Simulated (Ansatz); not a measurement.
## Te under changes of volume

One of the cells (33.925 Å³/atom); the others are scaled copies at fixed shape and fractional positions:

```
Te
1.0
     4.45400    0.00000    0.00000
    -2.22700    3.85728    0.00000
     0.00000    0.00000    5.92400
Te
3
Direct
  0.73100 0.73100 0.00000
  0.00000 0.26900 0.66667
  0.26900 0.00000 0.33333
```

* Program: Ansatz 0.2.0
* Functional: LDA
* Potentials or basis: all-electron LAPW, scalar-relativistic
* Cutoff: 216 eV (chosen from the basis error)
* Basis error allowed: 0.002 eV/atom
* k mesh: 7 × 7 × 5
* Occupations: fermi-dirac, width 0.05 eV
* Spin: no spin polarisation

```csv
volume (Å³/atom),energy over the lowest point (meV/atom),pressure (GPa),gap on the mesh (eV),largest force (eV/Å)
31.890,?,?,?,?
32.568,0.00,0.1,0.57,0.268
33.247,1.84,-1.0,0.58,0.157
33.925,8.03,-1.9,0.58,0.053
34.604,18.08,-2.8,0.59,0.044
35.282,31.56,-3.6,0.59,0.134
35.961,48.09,-4.2,0.59,0.218
```

What does the run at 31.890 Å³/atom give?

Energy over the lowest point 3.03 meV/atom; pressure 1.3 GPa; gap on the mesh 0.56 eV; largest force 0.388 eV/Å.

Worked out: A Birch-Murnaghan fit of order 3 (a polynomial in V^(-2/3)) to the other rows has its minimum at 32.64 Å³/atom with B0 = V·E''(V) = 55 GPa and B' = 4.7 at fixed shape and positions, which overstates the stiffness. It gives 3.06 meV/atom at 31.890 Å³/atom, against the run's 3.03, and -dE/dV = 1.3 GPa, against 1.3. A straight line through the other rows of the gap, of slope 0.203 eV per unit of ln V, extrapolates to 0.57 eV, against the run's 0.56.

Energies are extrapolated to zero smearing.

Caveats: spin-orbit coupling is left out, which moves the levels of the heavy elements; an odd mesh through Γ misses points on the zone boundary, where band edges often lie.
